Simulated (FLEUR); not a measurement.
# AlPt (Pm-3m) in FLEUR: a series of runs

The runs below take AlPt through band structure, equation of state, with LDA.

Everything below comes from runs of FLEUR MaX-R8.1 (later development tree). Logs are shortened: lines on timing, memory, paths and dates and some standing lists are left out, and cuts for length are marked.

## (1) Starting point

Symmetry: Pm-3m, No. 221, cubic system. Conventional cell: a = 3.092 Å, b = 3.092 Å, c = 3.092 Å, α = 90.00°, β = 90.00°, γ = 90.00°. Pt (site symmetry m-3m) is surrounded by 8 Al at 2.68 Å. Around Al (site symmetry m-3m) lie 8 Pt at 2.68 Å.

Measurements of this composition are mostly on another form, of space group No. 198.

## (2) Band structure, LDA

inp.xml reads:

```xml
<?xml version="1.0" encoding="UTF-8" standalone="no"?>
<fleurInput fleurInputVersion="0.39">
   <comment>
      AlPt                                                                                                
   </comment>
   <calculationSetup>
      <cutoffs Kmax="5.16" Gmax="16.0" GmaxXC="16.0" numbands="0"/>
      <scfLoop itmax="60" minDistance="0.00001" maxIterBroyd="15" imix="Anderson" alpha="0.05" precondParam="0.0" spinf="2.0" sdNocoIR="T"/>
      <coreElectrons ctail="T" frcor="F" kcrel="0" coretail_lmax="0"/>
      <xcFunctional name="vwn" relativisticCorrections="F"/>
      <magnetism jspins="1"/>
      <soc l_soc="F" theta="0.0" phi="0.0" spav="F"/>
      <expertModes spex="0" secvar="F"/>
      <geometryOptimization l_f="F" forcealpha="1.0" forcemix="BFGS" epsdisp="0.00001" epsforce="0.00001"/>
      <ldaU l_linMix="F" mixParam="0.05" spinf="1.0"/>
   </calculationSetup>
   <cell>
      <bzIntegration valenceElectrons="29.0" mode="hist" fermiSmearingEnergy="0.00183747">
         <kPointListSelection listName="default-1"/>
         <!-- k-points included here -->
         <xi:include xmlns:xi="http://www.w3.org/2001/XInclude" href="kpts.xml"> </xi:include>
      </bzIntegration>
      <!-- symmetry operations included here -->
      <xi:include xmlns:xi="http://www.w3.org/2001/XInclude" href="sym.xml"> </xi:include>
      <bulkLattice scale="1.0">
         <bravaisMatrix>
[... 32 lines left out ...]
         </electronConfig>
         <energyParameters s="3" p="3" d="3" f="4"/>
         <lo type="SCLO" l="0" n="2" eDeriv="0"/>
         <lo type="SCLO" l="1" n="2" eDeriv="0"/>
         <lo type="SCLO" l="2" n="3" eDeriv="2"/>
         <lo type="SCLO" l="3" n="4" eDeriv="2"/>
      </species>
   </atomSpecies>
   <atomGroups>
      <atomGroup species="Platinum (Pt)">
         <relPos label="                   1">1.000/2.000 1.000/2.000 1.000/2.000</relPos>
         <force calculate="T" relaxXYZ="TTT"/>
      </atomGroup>
      <atomGroup species="Aluminum (Al)">
         <relPos label="                   2">.0000000000 .0000000000 .0000000000</relPos>
         <force calculate="T" relaxXYZ="TTT"/>
      </atomGroup>
   </atomGroups>
   <output dos="F" band="F" slice="F">
      <checks vchk="F" cdinf="F"/>
      <bandDOS minEnergy="-.5*Htr" maxEnergy="0.5*Htr" sigma="0.015" storeEVData="T"/>
      <vacuumDOS vacdos="F" integ="F" star="F" nstars="0" locx1="0.0" locy1="0.0" locx2="0.0" locy2="0.0" nstm="0" tworkf="0.0"/>
      <unfoldingBand unfoldBand="F" supercellX="1" supercellY="1" supercellZ="1"/>
      <plotting iplot="0" polar="F">
         <plot TwoD="T" vec1="  1.0  0.0  0.0" vec2="  0.0  1.0  0.0" vec3="  0.0  0.0  1.0" zero="  0.0  0.0  0.0" file="plot"/>
      </plotting>
      <chargeDensitySlicing numkpt="0" minEigenval="0.0" maxEigenval="0.0" nnne="0" pallst="F"/>
      <specialOutput eonly="F"/>
      <moessbauerParams electricFieldGradient="T" isomerShift="T" coreHyperfine="T" valenceHyperfine="T"/>
      <magneticCircularDichroism mcd="F" energyLo="-10.0" energyUp="0.0"/>
   </output>
  <!-- We include the file relax.xml here to enable relaxations (see documentation) -->
  <xi:include xmlns:xi="http://www.w3.org/2001/XInclude" href="relax.xml"> <xi:fallback/> </xi:include>
</fleurInput>
```

crystal.txt reads:

```
AlPt
&input cartesian=F /
3.0915460000  0.0000000000  0.0000000000
0.0000000000  3.0915460000  0.0000000000
0.0000000000  0.0000000000  3.0915460000
1.8897261246
1.0 1.0 1.0

2
78 0.5000000000  0.5000000000  0.5000000000
13 0.0000000000  0.0000000000  0.0000000000

&kpt div1=9 div2=9 div3=9 gamma=T /
```

inp.xml (bands) reads:

```
<?xml version="1.0" encoding="UTF-8" standalone="no"?>
<fleurInput fleurInputVersion="0.39">
   <comment>
      AlPt                                                                                                
   </comment>
   <calculationSetup>
      <cutoffs Kmax="5.16" Gmax="16.0" GmaxXC="16.0" numbands="0"/>
      <scfLoop itmax="60" minDistance="0.00001" maxIterBroyd="15" imix="Anderson" alpha="0.05" precondParam="0.0" spinf="2.0" sdNocoIR="T"/>
      <coreElectrons ctail="T" frcor="F" kcrel="0" coretail_lmax="0"/>
      <xcFunctional name="vwn" relativisticCorrections="F"/>
      <magnetism jspins="1"/>
      <soc l_soc="F" theta="0.0" phi="0.0" spav="F"/>
      <expertModes spex="0" secvar="F"/>
      <geometryOptimization l_f="F" forcealpha="1.0" forcemix="BFGS" epsdisp="0.00001" epsforce="0.00001"/>
      <ldaU l_linMix="F" mixParam="0.05" spinf="1.0"/>
   </calculationSetup>
   <cell>
      <bzIntegration valenceElectrons="29.0" mode="hist" fermiSmearingEnergy="0.00183747">
         <kPointListSelection listName="path-1"/>
         <!-- k-points included here -->
         <xi:include xmlns:xi="http://www.w3.org/2001/XInclude" href="kpts.xml"> </xi:include>
      </bzIntegration>
      <!-- symmetry operations included here -->
      <xi:include xmlns:xi="http://www.w3.org/2001/XInclude" href="sym.xml"> </xi:include>
      <bulkLattice scale="1.0">
[... 32 lines left out ...]
            <stateOccupation state="(3p3/2)" spinUp="0.333333" spinDown="0.333333"/>
         </electronConfig>
         <energyParameters s="3" p="3" d="3" f="4"/>
         <lo type="SCLO" l="0" n="2" eDeriv="0"/>
         <lo type="SCLO" l="1" n="2" eDeriv="0"/>
         <lo type="SCLO" l="2" n="3" eDeriv="2"/>
         <lo type="SCLO" l="3" n="4" eDeriv="2"/>
      </species>
   </atomSpecies>
   <atomGroups>
      <atomGroup species="Platinum (Pt)">
         <relPos label="                   1">1.000/2.000 1.000/2.000 1.000/2.000</relPos>
         <force calculate="T" relaxXYZ="TTT"/>
      </atomGroup>
      <atomGroup species="Aluminum (Al)">
         <relPos label="                   2">.0000000000 .0000000000 .0000000000</relPos>
         <force calculate="T" relaxXYZ="TTT"/>
      </atomGroup>
   </atomGroups>
   <output dos="F" band="T" slice="F">
      <checks vchk="F" cdinf="F"/>
      <bandDOS minEnergy="-.5*Htr" maxEnergy="0.5*Htr" sigma="0.015" storeEVData="T"/>
      <vacuumDOS vacdos="F" integ="F" star="F" nstars="0" locx1="0.0" locy1="0.0" locx2="0.0" locy2="0.0" nstm="0" tworkf="0.0"/>
      <unfoldingBand unfoldBand="F" supercellX="1" supercellY="1" supercellZ="1"/>
      <plotting iplot="0" polar="F">
         <plot TwoD="T" vec1="  1.0  0.0  0.0" vec2="  0.0  1.0  0.0" vec3="  0.0  0.0  1.0" zero="  0.0  0.0  0.0" file="plot"/>
      </plotting>
      <chargeDensitySlicing numkpt="0" minEigenval="0.0" maxEigenval="0.0" nnne="0" pallst="F"/>
      <specialOutput eonly="F"/>
      <moessbauerParams electricFieldGradient="T" isomerShift="T" coreHyperfine="T" valenceHyperfine="T"/>
      <magneticCircularDichroism mcd="F" energyLo="-10.0" energyUp="0.0"/>
   </output>
  <!-- We include the file relax.xml here to enable relaxations (see documentation) -->
  <xi:include xmlns:xi="http://www.w3.org/2001/XInclude" href="relax.xml"> <xi:fallback/> </xi:include>
</fleurInput>
```

Potentials or basis: all-electron, FLAPW.

Command:

```bash
inpgen -f crystal.txt -profile fastHighL
# inp.xml edited to the form shown
fleur_MPI
fleur_MPI   # second run, on inp.xml (bands)
```

Output:

```text
Welcome to FLEUR        (www.flapw.de)
      MaX-Release 8.1          (www.max-centre.eu)

 ========== k-point set info ==========
 Selected k-point list: default-1
 k-point list type: mesh
 9 x 9 x 9
 Number of k points: 35

 ------------Calculation Setup---------------------------
 Number of MPI-tasks      :            1
 Number of PE/node        :            1
 Number of OMP-threads    :            1
 Most efficient MPI parallelization for:
           1           5           7          35
 Additional eigenvalue parallelization possible
 Number of basis functions:          544
 Approximate size of matrices (H+S) per k-point:         0.004 GB
 --------------------------------------------------------
 Iteration:     1   Distance:      14.54571416 me/bohr^3
 Iteration:     2   Distance:      12.52876549 me/bohr^3
 Iteration:     3   Distance:       5.71553331 me/bohr^3
 Iteration:     4   Distance:       3.25638607 me/bohr^3
 Iteration:     5   Distance:       1.51504062 me/bohr^3
 Iteration:     6   Distance:       0.21518599 me/bohr^3
 Iteration:     7   Distance:       0.15996281 me/bohr^3
 Iteration:     8   Distance:       0.07513404 me/bohr^3
 Iteration:     9   Distance:       0.07508986 me/bohr^3
 Iteration:    10   Distance:       0.01819753 me/bohr^3
 Iteration:    11   Distance:       0.00196007 me/bohr^3
 Iteration:    12   Distance:       0.00183684 me/bohr^3
 Iteration:    13   Distance:       0.00019922 me/bohr^3
 Iteration:    14   Distance:       0.00004084 me/bohr^3
 Iteration:    15   Distance:       0.00001563 me/bohr^3
 Iteration:    16   Distance:       0.00001370 me/bohr^3
 Iteration:    17   Distance:       0.00000646 me/bohr^3

 ********************************************************************
 Run finished successfully
 Stop message:
   all done
 ********************************************************************
```

It took 57 s on 1 thread of Arm Neoverse V2, shared host; peak memory 0.06 GiB.

What came out:

```
Free energy                                           : -508267.3118 eV
Band gap along the path                               : none (metal or under the smearing width)
Valence electrons inside the program's atomic spheres : Pt 17.09; Al 8.71 (radii Pt 2.62, Al 1.9 bohr)
```

Levels at the corners of the path, in eV from the Fermi level:
```csv
point,band 11,band 12,band 13,band 14,band 15,band 16,band 17,band 18
Γ,-5.53,-2.58,-2.58,-2.58,3.87,3.87,3.87,9.16
X,-4.95,-4.00,-4.00,-2.39,-0.88,6.26,8.62,8.62
M,-3.65,-3.65,-3.02,-3.02,-1.36,0.97,3.36,8.36
Γ,-5.53,-2.58,-2.58,-2.58,3.87,3.87,3.87,9.16
R,-6.35,-1.28,-1.28,0.54,1.86,1.86,1.86,4.72
X,-4.95,-4.00,-4.00,-2.39,-0.88,6.26,8.62,8.62
M,-3.65,-3.65,-3.02,-3.02,-1.36,0.97,3.36,8.36
R,-6.35,-1.28,-1.28,0.54,1.86,1.86,1.86,4.72
```

Core levels (eV from the Fermi level):
| atom | levels |
| --- | --- |
| 1 Pt | 1s1/2 -78249.2, 2s1/2 -13734.9, 2p1/2 -13166.6, 2p3/2 -11439.2, 3s1/2 -3223.5, 3p1/2 -2968.1, 3p3/2 -2588.5, 4s1/2 -689.8, 3d3/2 -2162.3, 3d5/2 -2080.4, 4p1/2 -581.5, 4p3/2 -490.9, 4d3/2 -313.4, 4d5/2 -296.5, 4f5/2 -69.4, 4f7/2 -66.0 |
| 2 Al | 1s1/2 -1499.7 |

Caveat: spin-orbit coupling is left out, which moves the levels of the heavy elements.

## (3) Equation of state, LDA, 13.89 Å³/atom (volume scaled by 0.94)

Changes to inp.xml since step 2:

```diff
@@ -6,3 +6,3 @@
    <calculationSetup>
-      <cutoffs Kmax="5.16" Gmax="16.0" GmaxXC="16.0" numbands="0"/>
+      <cutoffs Kmax="5.33" Gmax="16.5" GmaxXC="16.5" numbands="0"/>
       <scfLoop itmax="60" minDistance="0.00001" maxIterBroyd="15" imix="Anderson" alpha="0.05" precondParam="0.0" spinf="2.0" sdNocoIR="T"/>
@@ -24,3 +24,3 @@
       <xi:include xmlns:xi="http://www.w3.org/2001/XInclude" href="sym.xml"> </xi:include>
-      <bulkLattice scale="1.0">
+      <bulkLattice scale="0.9795861087">
          <bravaisMatrix>
@@ -34,3 +34,3 @@
       <species name="Platinum (Pt)" element="Pt" atomicNumber="78">
-         <mtSphere radius="2.62" gridPoints="879" logIncrement="0.015"/>
+         <mtSphere radius="2.53" gridPoints="879" logIncrement="0.015"/>
          <atomicCutoffs lmax="10" lnonsphr="10"/>
@@ -51,3 +51,3 @@
       <species name="Aluminum (Al)" element="Al" atomicNumber="13">
-         <mtSphere radius="1.9" gridPoints="629" logIncrement="0.018"/>
+         <mtSphere radius="1.84" gridPoints="629" logIncrement="0.018"/>
          <atomicCutoffs lmax="8" lnonsphr="8"/>
```

Potentials or basis: all-electron, FLAPW.

Command:

```bash
inpgen -f crystal.txt -profile fastHighL
# inp.xml edited to the form shown
fleur_MPI
```

It took 55 s on 1 thread of Arm Neoverse V2, shared host; peak memory 0.08 GiB.

The run converged. Its results:

- Free energy: -508267.3582 eV
- Band gap on the k mesh: none (metal or under the smearing width)
- Valence electrons inside the program's atomic spheres: Pt 16.86; Al 8.66 (radii Pt 2.53, Al 1.84 bohr)

## (4) Equation of state, LDA, 14.18 Å³/atom (volume scaled by 0.96)

Changes to inp.xml since step 3:

```diff
@@ -24,3 +24,3 @@
       <xi:include xmlns:xi="http://www.w3.org/2001/XInclude" href="sym.xml"> </xi:include>
-      <bulkLattice scale="0.9795861087">
+      <bulkLattice scale="0.9864848297">
          <bravaisMatrix>
```

Command:

```bash
inpgen -f crystal.txt -profile fastHighL
# inp.xml edited to the form shown
fleur_MPI
```

Run time: 47 s. Hardware: 1 thread of Arm Neoverse V2, shared host; peak memory 0.09 GiB.

The run converged. Its results:

| Quantity | Value |
| --- | --- |
| Free energy | -508267.3577 eV |
| Band gap on the k mesh | none (metal or under the smearing width) |
| Valence electrons inside the program's atomic spheres | Pt 16.82; Al 8.64 (radii Pt 2.53, Al 1.84 bohr) |

## (5) Equation of state, LDA, 14.77 Å³/atom

Changes to inp.xml since step 4:

```diff
@@ -24,3 +24,3 @@
       <xi:include xmlns:xi="http://www.w3.org/2001/XInclude" href="sym.xml"> </xi:include>
-      <bulkLattice scale="0.9864848297">
+      <bulkLattice scale="1.0000000000">
          <bravaisMatrix>
```

Command:

```bash
inpgen -f crystal.txt -profile fastHighL
# inp.xml edited to the form shown
fleur_MPI
```

Wall time 57 s (1 thread of Arm Neoverse V2, shared host); peak memory 0.09 GiB.

Results (log left out):

```
Free energy                                           : -508267.3118 eV
Band gap on the k mesh                                : none (metal or under the smearing width)
Valence electrons inside the program's atomic spheres : Pt 16.75; Al 8.62 (radii Pt 2.53, Al 1.84 bohr)
```

## (6) Equation of state, LDA, 15.36 Å³/atom (volume scaled by 1.04)

Changes to inp.xml since step 5:

```diff
@@ -24,3 +24,3 @@
       <xi:include xmlns:xi="http://www.w3.org/2001/XInclude" href="sym.xml"> </xi:include>
-      <bulkLattice scale="1.0000000000">
+      <bulkLattice scale="1.0131594038">
          <bravaisMatrix>
```

Potentials or basis: all-electron, FLAPW.

Command:

```bash
inpgen -f crystal.txt -profile fastHighL
# inp.xml edited to the form shown
fleur_MPI
```

It took 66 s on 1 thread of Arm Neoverse V2, shared host; peak memory 0.09 GiB.

The run converged. Its results:

| Item | Value |
| --- | --- |
| Free energy | -508267.2170 eV |
| Band gap on the k mesh | none (metal or under the smearing width) |
| Valence electrons inside the program's atomic spheres | Pt 16.69; Al 8.60 (radii Pt 2.53, Al 1.84 bohr) |

## (7) Equation of state, LDA, 15.66 Å³/atom (volume scaled by 1.06)

Changes to inp.xml since step 6:

```diff
@@ -24,3 +24,3 @@
       <xi:include xmlns:xi="http://www.w3.org/2001/XInclude" href="sym.xml"> </xi:include>
-      <bulkLattice scale="1.0131594038">
+      <bulkLattice scale="1.0196128224">
          <bravaisMatrix>
```

Command:

```bash
inpgen -f crystal.txt -profile fastHighL
# inp.xml edited to the form shown
fleur_MPI
```

Wall time 67 s (1 thread of Arm Neoverse V2, shared host); peak memory 0.09 GiB.

It converged, with:

* Free energy: -508267.1546 eV
* Band gap on the k mesh: none (metal or under the smearing width)
* Valence electrons inside the program's atomic spheres: Pt 16.67; Al 8.59 (radii Pt 2.53, Al 1.84 bohr)

## (8) Equation of state, LDA

Potentials or basis: all-electron, FLAPW.

This step only gathers the single runs of the series.

What came out:

* Equilibrium volume: 14.03 Å³/atom
* Bulk modulus: 214 GPa
* Pressure derivative of the bulk modulus: 4.8 (rough: it moves with the points fitted)

Energy against volume, from the lowest point:
```
volume (Å³/atom)  energy (meV/atom)
          13.888               0.00
          14.183               0.24
          14.774              23.17
          15.365              70.59
          15.660             101.76
```
